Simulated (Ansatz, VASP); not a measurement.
**Cross-check of SbPt between VASP and Ansatz**

One calculation is typed for both programs; each brings its own data sets and cutoff. How far apart do they land? The cell is taken from a series of VASP runs on this material, whose earlier steps may have relaxed, scaled or displaced it; both programs get it as it stands.

Program: Ansatz 0.2.0. Level of theory: plane waves, with VASP 6.6.1 beside it; relaxation of cell and atoms at PBEsol. Results are calculated unless marked as measured.

**1. The structure**

Symmetry: P6_3/mmc, No. 194, hexagonal system. Conventional cell: a = 4.126 Å, b = 4.126 Å, c = 5.481 Å, α = 90.00°, β = 90.00°, γ = 120.00°. Nearest to Pt lie 2 Pt at 2.74 Å and 6 Sb at 2.75 Å. Nearest to Sb lie 6 Pt at 2.75 Å. Farther neighbours are not listed.

**2. Ansatz: relaxation of cell and atoms, PBEsol**

Ansatz runs on its default PAW (the set named soft_2) files.

The relaxed volume is the usual yardstick between codes: its relative difference is about their pressure difference at one cell divided by the bulk modulus.

File input.yaml:

```yaml
crystal:
  lattice:
    - [4.126, 0.0, 0.0]
    - [-2.063, 3.573220816, 0.0]
    - [0.0, 0.0, 5.481]
  atoms:
    - { symbol: Pt, position: [0.0, 0.0, 0.5] }
    - { symbol: Pt, position: [0.0, 0.0, 0.0] }
    - { symbol: Sb, position: [0.6666666667, 0.3333333333, 0.75] }
    - { symbol: Sb, position: [0.3333333333, 0.6666666667, 0.25] }
hamiltonian:
  xc: pbesol
  pseudopotentials: { kind: paw }
kpoints:
  mp_grid: { grid: [14, 14, 10] }
scf:
  occupations: { method: gaussian, width: 0.05 }
relax:
  f_tol: 0.01
  max_steps: 60
  cell: { stress_tol: 0.05 }
output:
  forces: true
  stress: true
```

On the command line:

```bash
$ ansatz run input.yaml --threads 4 --pin off --max-ram 9216MiB --backend cpu --events-out ev --progress --plain --runs-dir out
```

Numbers of over 12 decimals in the logs are rounded to 6 here.

What it wrote:

```text
Engine: ansatz 0.2.0, aarch64-unknown-linux-gnu
Pseudopotentials: kind: paw
Pseudopotential: Pt, paw, valence charge 18, recommended cutoff 420 eV (normal), Pt.paw.azcp
Pseudopotential: Sb, paw, valence charge 15, recommended cutoff 420 eV (normal), Sb.paw.azcp
Functional definition: PBEsol
  exchange = pbesol_x
  correlation = pbesol_c
Crystal: 4 atoms, lattice volume = 80.807 Å³
Basis set: ecut = 420 eV, 1579 PW (Γ), exchange–correlation on 60×60×80 points (8 copies of the dense FFT grid, shifted against one another)
Bands: 40, of which v1, the nominal top of the filled ones, is band 33 counted from 1 (32 counted from 0)
Symmetry: 24 space group operations
Space group: P63/mmc (ITA 194), of the structure as read, at distance tolerance 4.3e-5 Å
k-points: 144 of 1960
Non-local potential: Pt, projectors of the file, l = 0: 3, l = 1: 2, l = 2: 2, l = 3: 1
Non-local potential: Sb, projectors of the file, l = 0: 2, l = 1: 2, l = 2: 2, l = 3: 2
PAW form: soft (Blöchl's): semilocal exchange-correlation on the pseudo side does not see the compensation charge
PAW frozen core: Pt, regenerated for the run's functional, and the local potential with it (the file was generated under x = pbe(κ = 0.804, μ = 0.219515), c = pbe(β = 0.066725))
PAW frozen core: Sb, regenerated for the run's functional, and the local potential with it (the file was generated under x = pbe(κ = 0.804, μ = 0.219515), c = pbe(β = 0.066725))
PAW one-centre angular grid: Pt, 590 points (default); XC on 64 Gauss nodes
PAW one-centre angular grid: Sb, 590 points (default); XC on 64 Gauss nodes
Initial density: superposition of atomic densities (neutral atoms: chi_scale 0, normalization atom), corrected by the library's trained network
Initial wavefunctions: pseudopotential atomic-orbital guess
Functional: x = pbesol(κ = 0.804, μ = 0.123457), c = pbesol(β = 0.046)
SCF iter   1: F=—  HF=-37585.444662 eV  |F-HF|=—  |Δ(HF+E_count)|=         —  Δρ=5.22e-3  dr2=1.56e-2  ethr=1.77e-3  ⟨swp⟩=6.5  Hψ=23009  notcnv=0  defer=6
preconditioner: auto → LDOS  [metal: Δε(μ)=0.007 eV  Ē_g=8.743 eV  σ=0.050 eV  W_gap=0.08  n_scr=22 (ndim 8)  ℏωp=22.6 eV  f_vac=0.013  D(μ)=2.20/eV (n_scr^D=20)  β→1.0]
SCF iter   2: F=—  HF=-37585.443108 eV  |F-HF|=—  |Δ(HF+E_count)|=   1.55e-3  Δρ=2.43e-3  dr2=4.15e-3  ethr=2.36e-5  ⟨swp⟩=2.0  Hψ=11753  notcnv=0  defer=307
SCF iter   3: F=—  HF=-37585.441283 eV  |F-HF|=—  |Δ(HF+E_count)|=   1.83e-3  Δρ=3.59e-4  dr2=5.62e-5  ethr=6.29e-6  ⟨swp⟩=2.0  Hψ=9841  notcnv=0  defer=307
SCF iter   4: F=—  HF=-37585.441273 eV  |F-HF|=—  |Δ(HF+E_count)|=   9.70e-6  Δρ=3.60e-5  dr2=5.60e-7  ethr=8.51e-8  ⟨swp⟩=2.0  Hψ=9192  notcnv=0  defer=307
iter 5 did not close the SCF: its close was put off for the readings that it lacked (scf_convergence_deferred on its scf_iter line)
SCF iter   5: F=-37585.441273 eV  HF=-37585.441273 eV  |F-HF|=1.17e-9  |Δ(HF+E_count)|=   1.96e-8  Δρ=6.58e-6  dr2=1.72e-8  ethr=8.49e-10  ⟨swp⟩=2.0  Hψ=9770  notcnv=0  defer=307
SCF iter   6: F=-37585.441273 eV  HF=-37585.441273 eV  |F-HF|=1.75e-10  |Δ(HF+E_count)|=   4.33e-9  Δρ=1.01e-6  dr2=7.34e-10  ethr=2.60e-11  ⟨swp⟩=2.3  Hψ=18329  notcnv=0
SCF 1 converged in 6 iterations: F = -37585.441273 eV  dr2 = 7.34e-10
  greatest PAW one-centre occupation: 1.000 electrons in one spin orbital (limit 2), on the Pt atom at site 1 (counted from 0), in its partial waves of l = 0
relax step   1: F+E_penalty+E_count = -37585.44127303 eV  Δ(F+E_penalty+E_count) = +0.000e0 eV  max|allowed force component| = 2.313e-17 eV/Å  Δτ_max = 0.0000 Å  P = +2.685 GPa  Ω = 80.807 Å³  (6 SCF iters, dr2 threshold 1.00e-7 eV, accepted)
[...]
relax step   2: F+E_penalty+E_count = -37585.41750911 eV  Δ(F+E_penalty+E_count) = +2.376e-2 eV  max|allowed force component| = 5.060e-18 eV/Å  Δτ_max = 0.0000 Å  P = -4.247 GPa  Ω = 85.139 Å³  energy of the carried Pulay correction = -1.742e-3 eV  (5 SCF iters, dr2 threshold 4.00e-7 eV, rejected (line search))
[...]
relax step   3: F+E_penalty+E_count = -37585.45619206 eV  Δ(F+E_penalty+E_count) = -1.492e-2 eV  max|allowed force component| = 1.214e-17 eV/Å  Δτ_max = 0.0000 Å  P = -0.088 GPa  Ω = 82.455 Å³  energy of the carried Pulay correction = -6.699e-4 eV  (8 SCF iters, accepted)
[...]
relax step   4: F+E_penalty+E_count = -37585.45628415 eV  Δ(F+E_penalty+E_count) = -9.209e-5 eV  max|allowed force component| = 2.486e-17 eV/Å  Δτ_max = 0.0000 Å  P = -0.034 GPa  Ω = 82.406 Å³  energy of the carried Pulay correction = -6.514e-4 eV  (4 SCF iters, dr2 threshold 6.59e-8 eV, accepted)
[...]
relax step   5: F+E_penalty+E_count = -37585.45629912 eV  Δ(F+E_penalty+E_count) = -1.498e-5 eV  max|allowed force component| = 4.048e-18 eV/Å  Δτ_max = 0.0000 Å  P = -0.001 GPa  Ω = 82.391 Å³  energy of the carried Pulay correction = -6.448e-4 eV  (3 SCF iters, dr2 threshold 1.74e-8 eV, accepted)
[...]
relax step   6: F+E_penalty+E_count = -37585.45690961 eV  Δ(F+E_penalty+E_count) = -6.105e-4 eV  max|allowed force component| = 1.330e-17 eV/Å  Δτ_max = 0.0000 Å  P = -0.008 GPa  Ω = 82.391 Å³  stress off target by 8.08e-3 GPa  SCF on the basis re-selected at this cell (its energy is not comparable with the rows above)  (4 SCF iters)
basis re-selected at this cell: Δ(F+E_penalty+E_count) = -6.105e-4 eV, ΔP = -0.007 GPa vs the last step (what re-selecting the basis moved, of the pressure what is left beyond the Pulay correction that the steps carried, after the strain that the cell walked since its last selection, with what the two solves' SCF thresholds leave and, on support functions, any second-order correction that the steps lacked; it is no m [...]
SCF converged after 4 iterations
Free energy (F): -37585.456910 eV
Harris-Foulkes:  -37585.456910 eV  (|F-HF|=6.55e-11)
Internal energy: -37585.454423 eV  (E = F + TS)
E sigma→0 (E₀):  -37585.455666 eV
Entropy (-TS):   -0.002487 eV (-0.622 meV/atom)
Fermi energy:    16.218734 eV
--- Per-component energies (eV) ---
  E_band       = -688.217392
  E_kinetic    = 1697.225483
  E_local      = -6759.133628  (includes V_loc(G=0)·N_el)
  E_nonlocal   = 1137.325181
  E_hartree    = 2807.765799
  E_xc         = -798.139207
  E_vxc        = -801.475160  (∫ρ·V_xc dr)
  E_paw        = -27636.302226  (= ΣΔE_a)
  E_vpaw       = -1577.691528  (= ΣTr[D̂ρ^β])
  E_aug_tail   = 0.000367  (compensation charges beyond the density's cutoff)
  E_ewald      = -8035.433866
  E_core_change = 1.237676  (= ΣΔE_core)
  E_smearing   = -0.002487  (= −TS)
  E_closure    = 0.000000  (closes the sum)
  Σ components = -37585.456910   (vs F -37585.456910, Δ=0.00e0)
--- Forces (eV/Å), atoms counted from 1 ---
  atom   1  Pt    -0.00000000     0.00000000     0.00000000
  atom   2  Pt    -0.00000000    -0.00000000    -0.00000000
  atom   3  Sb    -0.00000000    -0.00000000     0.00000000
  atom   4  Sb     0.00000000     0.00000000     0.00000000
  max |Σ_I F_I| component: 2.31e-18 eV/Å
--- Stress (GPa, compression-positive) ---
       -0.007698       0.000000       0.000000
        0.000000      -0.007698       0.000000
        0.000000       0.000000      -0.008080
  P = ⅓ Tr σ = -0.0078 GPa (-0.078 kbar)
--- Relaxed structure (5 steps of the walk, 4 accepted, 1 SCFs on fresh bases) ---
  F+E_penalty+E_count = -37585.45690961 eV   max|allowed force component| = 1.330e-17 eV/Å   (the final SCF, on the basis selected at the relaxed cell)
  cell:  # Å, volume = 82.3908 Å³
    - [4.169691, 0, -6.820720389764262e-19]
    - [-2.084845, 3.611058, 3.4103601948821375e-19]
    - [-9.060680672897304e-19, 0, 5.471928]
  atoms:
    - { symbol: Pt, position: [0, 0, 0.5] }
    - { symbol: Pt, position: [0, 0, 0] }
    - { symbol: Sb, position: [0.666667, 0.333333, 0.750000] }
    - { symbol: Sb, position: [0.333333, 0.666667, 0.25] }
```

It took 22 s on 4 threads of Arm Neoverse V2, shared host; peak memory 0.65 GiB.

**3. VASP: relaxation of cell and atoms, PBEsol**

The same cell, functional, mesh and smearing now go to VASP, with its own data sets and cutoff.

Lines of VASP's logs that name or quote its potential files are left out, and so is its time.

File INCAR:

```
SYSTEM = SbPt
PREC = Accurate
ENCUT = 520
EDIFF = 1E-07
NELM = 100
ISMEAR = 0
SIGMA = 0.05
LREAL = .FALSE.
ALGO = Normal
GGA = PS
NBANDS = 21
LASPH = .TRUE.
LORBIT = 11
LWAVE = .FALSE.
LCHARG = .FALSE.
KPAR = 4
IBRION = 2
NSW = 50
ISIF = 3
EDIFFG = -0.005
```

File POSCAR:

```
SbPt
1.0
    4.1260000000      0.0000000000      0.0000000000
   -2.0630000000      3.5732208160      0.0000000000
    0.0000000000      0.0000000000      5.4810000000
Pt Sb
2 2
Direct
    0.0000000000      0.0000000000      0.5000000000
    0.0000000000      0.0000000000      0.0000000000
    0.6666666667      0.3333333333      0.7500000000
    0.3333333333      0.6666666667      0.2500000000
```

File KPOINTS:

```
Automatic mesh
0
Gamma
14 14 10
0 0 0
```

PAW data sets: Pt and Sb (PBE family, release 64).

On the command line:

```bash
$ mpirun -np 4 vasp_std
```

What it wrote:

```text
[banner, memory and clock lines left out]
running    4 mpi-ranks, on    1 nodes
 distrk:  each k-point on    1 cores,    4 groups
 distr:  one band on    1 cores,    1 groups

 POSCAR found type information on POSCAR PtSb
 POSCAR found :  2 types and       4 ions
|                                                                             |
|               ----> ADVICE to this user running VASP <----                  |
|                                                                             |
|     You enforced a specific xc type in the INCAR file but a different       |
|     [... a line on the potential file left out ...]
|     I HOPE YOU KNOW WHAT YOU ARE DOING!                                     |
|                                                                             |

 LDA part: xc-table for (Slater+PW92), standard interpolation
 POSCAR, INCAR and KPOINTS ok, starting setup
 FFT: planning ... GRIDC
 FFT: planning ... GRID_SOFT
 FFT: planning ... GRID
 WAVECAR not read
 entering main loop
       N       E                     dE             d eps       ncg     rms          rms(c)
DAV:   1     0.172637201536E+03    0.17264E+03   -0.12658E+04  6064   0.125E+03
DAV:   2    -0.173807909312E+02   -0.19002E+03   -0.17915E+03  7087   0.245E+02
DAV:   3    -0.252843707127E+02   -0.79036E+01   -0.76736E+01  7387   0.525E+01
DAV:   4    -0.253961026552E+02   -0.11173E+00   -0.11152E+00  6631   0.665E+00
DAV:   5    -0.253977914712E+02   -0.16888E-02   -0.16883E-02  7261   0.875E-01    0.139E+01
DAV:   6    -0.248663096447E+02    0.53148E+00   -0.21059E+00  6708   0.116E+01    0.694E+00
DAV:   7    -0.247607922746E+02    0.10552E+00   -0.22988E-01  6338   0.387E+00    0.365E+00
DAV:   8    -0.247306940551E+02    0.30098E-01   -0.75879E-02  6701   0.204E+00    0.320E-01
DAV:   9    -0.247303449030E+02    0.34915E-03   -0.22663E-03  6727   0.310E-01    0.197E-01
DAV:  10    -0.247302473929E+02    0.97510E-04   -0.75698E-04  6513   0.174E-01    0.416E-02
DAV:  11    -0.247302421056E+02    0.52873E-05   -0.27027E-05  7140   0.390E-02    0.197E-02
DAV:  12    -0.247302430470E+02   -0.94144E-06   -0.27876E-06  6596   0.112E-02    0.770E-03
DAV:  13    -0.247302423819E+02    0.66512E-06   -0.38734E-07  7016   0.363E-03    0.173E-03
DAV:  14    -0.247302423729E+02    0.89865E-08   -0.32002E-08  3807   0.118E-03
   1 F= -.24730242E+02 E0= -.24728885E+02  d E =-.247302E+02
[...]
2 F= -.24717060E+02 E0= -.24716030E+02  d E =0.131821E-01
[...]
3 F= -.24741875E+02 E0= -.24740537E+02  d E =-.116330E-01
[...]
4 F= -.24743609E+02 E0= -.24742298E+02  d E =-.173339E-02
 trial-energy change:   -0.001733  1 .order   -0.001721   -0.002755   -0.000687
 step:   1.1602(harm=  1.1732)  dis= 0.00000  next Energy=   -24.743718 (dE=-0.184E-02)
 bond charge predicted
       N       E                     dE             d eps       ncg     rms          rms(c)
DAV:   1    -0.247441918969E+02   -0.58302E-03   -0.24556E-02  6308   0.101E+00    0.115E-01
DAV:   2    -0.247438169834E+02    0.37491E-03   -0.57999E-04  6734   0.179E-01    0.524E-02
DAV:   3    -0.247437296141E+02    0.87369E-04   -0.14575E-04  7049   0.878E-02    0.196E-02
DAV:   4    -0.247437168771E+02    0.12737E-04   -0.28426E-05  6824   0.349E-02    0.923E-03
DAV:   5    -0.247437169734E+02   -0.96324E-07   -0.17198E-06  6536   0.821E-03    0.248E-03
DAV:   6    -0.247437169570E+02    0.16423E-07   -0.57313E-08  3469   0.171E-03
   5 F= -.24743717E+02 E0= -.24742427E+02  d E =-.184157E-02
 curvature:  -0.62 expect dE=-0.523E-06 dE for cont linesearch -0.886E-08
 trial: gam=-0.00161 g(F)=  0.151E-48 g(S)=  0.845E-06 ort =-0.688E-05 (trialstep = 0.937E+00)
 search vector abs. value=  0.876E-06
 reached required accuracy - stopping structural energy minimisation
```

OUTCAR, selected parts (step 3):

```text
ion  position               nearest neighbor table
   1  0.000  0.000  0.500-   2 2.74   2 2.74   4 2.75   3 2.75   4 2.75   3 2.75   3 2.75   4 2.75

  LATTYP: Found a hexagonal cell.
 ALAT       =     4.1260000000
 C/A-ratio  =     1.3284052351

 Subroutine GETGRP returns: Found 24 space group operations
 (whereof 12 operations were pure point group operations)

The static configuration has the point symmetry D_3d.
 The point group associated with its full space group is D_6h.

 Found    144 irreducible k-points:

   k-points           NKPTS =    144   k-points in BZ     NKDIM =    144   number of bands    NBANDS=     21

   dimension x,y,z NGX =    32 NGY =   32 NGZ =   42
   dimension x,y,z NGXF=    64 NGYF=   64 NGZF=   84

   ENCUT  =  520.0 eV  38.22 Ry    6.18 a.u.   7.67  7.67 10.19*2*pi/ulx,y,z

   NELECT =      30.0000    total number of electrons

 k-points in reciprocal lattice and weights: Automatic mesh
   0.00000000  0.00000000  0.00000000       0.001
   0.07142857  0.00000000  0.00000000       0.003
   0.14285714  0.00000000  0.00000000       0.003
   0.21428571 -0.00000000  0.00000000       0.003
   0.28571429  0.00000000  0.00000000       0.003
   0.35714286  0.00000000  0.00000000       0.003
   0.42857143 -0.00000000  0.00000000       0.003
   0.50000000  0.00000000  0.00000000       0.002
   0.07142857  0.07142857  0.00000000       0.003
[...]
0.28571429  0.28571429  0.50000000       0.003
   0.35714286  0.28571429  0.50000000       0.003

 average (electrostatic) potential at core
       1 -64.3897       2 -64.3897       3 -83.2474       4 -83.2474

 E-fermi :   9.7626

 k-point     1 :       0.0000    0.0000    0.0000
  band No.  band energies     occupation
    ...
     10       6.2552      2.00000
     11       7.7022      2.00000
     12       7.7022      2.00000
     13       9.6678      1.99267
     14       9.6678      1.99267
     15      10.5958      0.00000
     16      12.1048      0.00000
     17      12.1232      0.00000
     18      13.2996      0.00000
     19      13.2996      0.00000
    ...

 k-point     2 :       0.0714    0.0000    0.0000
  band No.  band energies     occupation
    ...
     10       6.2770      2.00000
     11       7.6919      2.00000
     12       7.7026      2.00000
     13       9.2102      2.00000
     14       9.5686      2.00000
     15      10.5526      0.00000
     16      11.8985      0.00000
     17      12.1915      0.00000
     18      13.2169      0.00000
     19      13.4351      0.00000
    ...

 k-point     3 :       0.1429    0.0000    0.0000
  band No.  band energies     occupation
    ...
     10       6.3390      2.00000
     11       7.6655      2.00000
     12       7.7037      2.00000
     13       8.3062      2.00000
     14       9.2722      2.00000
     15      10.4073      0.00000
     16      11.4698      0.00000
     17      12.3236      0.00000
     18      13.1586      0.00000
     19      13.5970      0.00000
    ...

  Total       -0.0052790     -0.0052790     -0.0037828      0.0000000      0.0000000      0.0000000
  in kB       -0.1028228     -0.1028228     -0.0736794      0.0000000      0.0000000      0.0000000
  external PRESSURE =      -0.0931083 kB  Pullay stress =       0.0000000 kB

  energy-cutoff  :      520.00
  volume of cell :       82.26
      direct lattice vectors                 reciprocal lattice vectors
     4.167376008  0.000000000 -0.000000000     0.239959149  0.138540479 -0.000000000
    -2.083688004  3.609053490 -0.000000000     0.000000000  0.277080958  0.000000000
     0.000000000  0.000000000  5.469152036     0.000000000  0.000000000  0.182843701

 POSITION                                       TOTAL-FORCE (eV/Angst)
 -----------------------------------------------------------------------------------
      0.00000      0.00000      2.73458        -0.000000      0.000000      0.000000
      0.00000      0.00000      0.00000        -0.000000      0.000000      0.000000
      2.08369      1.20302      4.10186        -0.000000     -0.000000     -0.000000
     -0.00000      2.40604      1.36729         0.000000      0.000000      0.000000
 -----------------------------------------------------------------------------------
    total drift:                                0.000000     -0.000000      0.000000

  FREE ENERGIE OF THE ION-ELECTRON SYSTEM (eV)
  ---------------------------------------------------
  free  energy   TOTEN  =       -24.7437169570 eV

  energy  without entropy=      -24.7411374818  energy(sigma->0) =      -24.74242722

 reached required accuracy - stopping structural energy minimisation

 total charge
# of ion       s       p       d       tot
------------------------------------------
    1        0.673   0.568   8.187   9.427
    2        0.673   0.568   8.187   9.427
    3        1.155   1.137   0.076   2.368
    4        1.155   1.137   0.076   2.368
--------------------------------------------------
tot          3.656   3.410  16.526  23.592

[... 3 further parts left out ...]
```

CONTCAR:

```
SbPt
   1.00000000000000
     4.1673760083483558    0.0000000000000000   -0.0000000000000000
    -2.0836880041741779    3.6090534903364326   -0.0000000000000000
     0.0000000000000000    0.0000000000000000    5.4691520360482340
  Pt              Sb
     2     2
Direct
     0.0000000000000000    0.0000000000000000    0.5000000000000000
     0.0000000000000000    0.0000000000000000    0.0000000000000000
     0.6666666667000030    0.3333333332999970    0.7500000000000000
     0.3333333332999970    0.6666666667000030    0.2500000000000000
```

**4. Comparison**

Known differences besides the potentials themselves: both relaxations stop at a tolerance, which leaves soft axes loose, and VASP keeps its plane-wave basis; the data sets hold 66 valence electrons in Ansatz (default PAW (the set named soft_2) files) and 30 in VASP; the cutoff is 420 eV in Ansatz and 520 eV in VASP; Ansatz makes its cores anew for this functional, VASP keeps those of its PBE data sets; Ansatz adds a Pulay correction to the stress that steers its cell, VASP none. Total energies have different zeros and are not compared.

The two programs side by side:

```csv
quantity,Ansatz,VASP,difference
volume (Å³),82.39,82.26,+0.16 %
"edge a after relaxation, in the typed setting (Å)",4.170,4.167,+0.06 %
"edge c after relaxation, in the typed setting (Å)",5.472,5.469,+0.05 %
```

The walks stopped with -0.01 GPa left in Ansatz and -0.01 GPa in VASP; each walk ends within a tolerance, so the volume difference is uncertain by about these residues over the bulk modulus, most in soft cells.

**5. Results**

| Item | Value |
| --- | --- |
| difference in volume (relaxation of cell and atoms, PBEsol) | 0.16 % |

**Reading.** The difference in volume is 0.16 % (relaxation of cell and atoms, PBEsol), within the 1.2 % picked in this series as the mark of a large difference, as far as the stopping tolerances let one tell. How closely two codes agree says nothing of how well the functional describes the real material.

[Lines on the potential files, build, host, timing and source positions are cut from VASP's logs without a mark.]

[Logs are printed without paths, hosts, clocks, repeated set-up lines and the standing remarks that a program may print on its own settings, such as how far it seeks lower states.]

[Hosts, paths, dates, database ids (printed as entryN), source tags and the programs' standing remarks are cut or masked in the printed files.]
